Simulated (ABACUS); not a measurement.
The system is Ir.

```
Ir
1.0
     0.00000    1.91560    1.91560
     1.91560    0.00000    1.91560
     1.91560    1.91560    0.00000
Ir
1
Direct
  0.00000 0.00000 0.00000
```

Base run:

| Property | Result |
| --- | --- |
| Program | ABACUS 3.10.1 |
| Functional | revPBE |
| Potentials or basis | Ansatz NC PBE |
| Cutoff | 925 eV |
| Density cutoff | 3701 eV |
| Basis | plane waves |
| k mesh | 10 × 10 × 10 |
| Occupations | fermi-dirac, width 0.05 eV |
| Spin | no spin polarisation |

Its results: band gap on the k mesh none (metal or under the smearing width); pressure 14.7 GPa.

The run is repeated on the same cell with these changes: functional from revPBE to LDA; potentials or basis from Ansatz NC PBE to PseudoDojo NC SR 0.4.1 LDA stringent. What comes out?

Band gap on the k mesh none (metal or under the smearing width); pressure -6.6 GPa.

Caveats: the potentials were made for another functional, which shifts forces and pressure (some runs).

Not every run made on this cell is shown here.
